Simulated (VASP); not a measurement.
## A VASP 6.6.1 single-point calculation on SrCl2

INCAR

```
IBRION = -1
ISIF = 2
NBANDS = 19
NSW = 0
GGA = PE
ENCUT = 520
ALGO = All
EDIFF = 1E-7
LCHARG = .FALSE.
LREAL = .FALSE.
SIGMA = 0.02
NELM = 78
LWAVE = .FALSE.
LASPH = .TRUE.
MAXMIX = 40
ISMEAR = -1
PREC = Accurate
```

KPOINTS

```
KPOINTS created by Atomic Simulation Environment
0
Gamma
6 6 6
0 0 0
```

POSCAR

```
Sr Cl
 1.0000000000000000
    -0.0524657713000000    3.4977180852999998    3.4977180852999998
     3.4977180852999998   -0.0524657713000000    3.4977180852999998
     3.4452523140000002    3.4452523140000002    0.0000000000000000
 Sr  Cl
   1   2
Cartesian
 -0.0000000000000000 -0.0000000000000000  0.0000000000000000
  1.7226261569999999  1.7226261569999999  1.7659389896137447
  5.1678784709999990  5.1678784709999990  5.2294971809862529
```

The recommended PBE PAW datasets give the neutral cell 24 valence electrons.

Command

```
mpirun -np 1 vasp_std
```

OSZICAR

```
N       E                     dE             d eps       ncg     rms           ort
DAV:   1     0.141262687639E+03    0.14126E+03   -0.12509E+04   874   0.119E+03
DAV:   2    -0.383609654848E+01   -0.14510E+03   -0.14016E+03   874   0.219E+02
DAV:   3    -0.127928378534E+02   -0.89567E+01   -0.89283E+01   874   0.549E+01
DAV:   4    -0.130606772880E+02   -0.26784E+00   -0.26751E+00   874   0.829E+00
DAV:   5    -0.130638010798E+02   -0.31238E-02   -0.31236E-02   874   0.794E-01
SDA:   6    -0.123702897914E+02    0.69351E+00   -0.31236E-02   874   0.173E+01   0.000E+00
CGA:   7    -0.127416299194E+02   -0.37134E+00   -0.37153E+00   874   0.891E-01  -0.486E-02
CGA:   8    -0.127731377705E+02   -0.31508E-01   -0.31511E-01   874   0.278E-01  -0.170E-04
CGA:   9    -0.127812965726E+02   -0.81588E-02   -0.81720E-02   874   0.886E-02  -0.150E-03
CGA:  10    -0.127833855989E+02   -0.20890E-02   -0.20892E-02   874   0.214E-02  -0.113E-04
CGA:  11    -0.127840307685E+02   -0.64517E-03   -0.64529E-03   874   0.408E-03  -0.129E-05
CGA:  12    -0.127841526841E+02   -0.12192E-03   -0.12264E-03   874   0.115E-03  -0.108E-04
CGA:  13    -0.127841928859E+02   -0.40202E-04   -0.40701E-04   874   0.397E-04  -0.407E-05
CGA:  14    -0.127842086448E+02   -0.15759E-04   -0.15660E-04   874   0.163E-04   0.633E-06
CGA:  15    -0.127842150018E+02   -0.63570E-05   -0.64515E-05   874   0.427E-05  -0.776E-06
CGA:  16    -0.127842165570E+02   -0.15552E-05   -0.16424E-05   874   0.111E-05  -0.709E-06
CGA:  17    -0.127842168418E+02   -0.28483E-06   -0.28327E-06   874   0.241E-06   0.106E-06
CGA:  18    -0.127842169367E+02   -0.94830E-07   -0.94003E-07   874   0.874E-07   0.134E-07
   1 F= -.12784217E+02 E0= -.12784217E+02  d E =-.245413E-10
```

From OUTCAR

```
k-points           NKPTS =     46   k-points in BZ     NKDIM =     46   number of bands    NBANDS=     19

   NELECT =      24.0000    total number of electrons

   dimension x,y,z NGX =    40 NGY =   40 NGZ =   36
   dimension x,y,z NGXF=    80 NGYF=   80 NGZF=   72

  energy-cutoff  :      520.00
  volume of cell :       85.56
      direct lattice vectors                 reciprocal lattice vectors
    -0.052465771  3.497718085  3.497718085    -0.140837776  0.140837776  0.142950343
     3.497718085 -0.052465771  3.497718085     0.140837776 -0.140837776  0.142950343
     3.445252314  3.445252314  0.000000000     0.145127252  0.145127252 -0.142950343

 k-points in reciprocal lattice and weights: KPOINTS created by Atomic Simulation Env
   0.00000000  0.00000000  0.00000000       0.005
   0.16666667  0.00000000  0.00000000       0.019
   0.33333333  0.00000000  0.00000000       0.019
   0.50000000  0.00000000  0.00000000       0.009
   0.16666667  0.16666667  0.00000000       0.009
   0.33333333  0.16666667  0.00000000       0.019
   0.50000000  0.16666667  0.00000000       0.019
  -0.33333333  0.16666667  0.00000000       0.019
   ...

 E-fermi :   0.5028

 k-point     1 :       0.0000    0.0000    0.0000
  band No.  band energies     occupation
      1     -32.8110      2.00000
      2     -14.8010      2.00000
      3     -14.8006      2.00000
      4     -14.7979      2.00000
      5     -13.1796      2.00000
      6     -12.3443      2.00000
      7      -2.0201      2.00000
      8      -1.9987      2.00000
      9      -1.9707      2.00000
     10      -0.2549      2.00000
     11      -0.2320      2.00000
     12      -0.2114      2.00000
     13       5.4080      0.00000
     14       6.1972      0.00000
     15       6.2055      0.00000
     16       8.9627      0.00000
     17       9.1271      0.00000
     18       9.2916      0.00000
     19       9.3635      0.00000

 k-point     2 :       0.1667    0.0000    0.0000
  band No.  band energies     occupation
      1     -32.8103      2.00000
      2     -14.8814      2.00000
      3     -14.8034      2.00000
      4     -14.8012      2.00000
      5     -13.0404      2.00000
      6     -12.3971      2.00000
      7      -1.9039      2.00000
      8      -1.8747      2.00000
      9      -1.8336      2.00000
     10      -0.5223      2.00000
     11      -0.3935      2.00000
     12      -0.3743      2.00000
     13       5.9907      0.00000
     14       6.3814      0.00000
     15       6.4205      0.00000
     16       8.0504      0.00000
     17       8.7766      0.00000
     18       8.8567      0.00000
     19       9.8941      0.00000

 k-point     3 :       0.3333    0.0000    0.0000
  band No.  band energies     occupation
      1     -32.8089      2.00000
      2     -15.0120      2.00000
      3     -14.8088      2.00000
      4     -14.8077      2.00000
      5     -12.8267      2.00000
      6     -12.4603      2.00000
      7      -1.6385      2.00000
      8      -1.6343      2.00000
      9      -1.4893      2.00000
     10      -1.0319      2.00000
     11      -0.7151      2.00000
     12      -0.7003      2.00000
     13       6.6551      0.00000
     14       6.7536      0.00000
     15       6.9149      0.00000
     16       7.9909      0.00000
     17       8.5998      0.00000
     18       8.6663      0.00000
     19       9.1374      0.00000

 ...

  Total        0.4199703      0.4199703      0.4270997      0.1474653      0.0000000      0.0000000
  in kB        7.8639810      7.8639810      7.9974810      2.7613004      0.0000000      0.0000000
  external PRESSURE =       7.9084810 kB  Pullay stress =       0.0000000 kB

 POSITION                                       TOTAL-FORCE (eV/Angst)
 -----------------------------------------------------------------------------------
      0.00000      0.00000      0.00000        -0.000000      0.000000      0.000000
      1.72263      1.72263      1.76594        -0.000000     -0.000000      0.000996
      5.16788      5.16788      5.22950         0.000000      0.000000     -0.000996
 -----------------------------------------------------------------------------------
    total drift:                               -0.000000     -0.000000     -0.000000

  FREE ENERGIE OF THE ION-ELECTRON SYSTEM (eV)
  ---------------------------------------------------
  free  energy   TOTEN  =       -12.7842169367 eV

  energy  without entropy=      -12.7842169367  energy(sigma->0) =      -12.78421694
```

It converged. Results: gap between bands v and c on the k mesh 5.31 eV; least direct gap on the k mesh 5.51 eV; pressure 0.8 GPa. Band v is the last that the valence electrons fill when counted band by band, and c is the next.

For comparison, a separate PBE run of the intended cell, on usual settings and not on those above, gives a gap of 5.31 eV on its mesh and a pressure of 0.8 GPa.

The run above took about 58 s on one core of a shared host (Intel Xeon Platinum 8488C) and held 0.33 GiB at most.
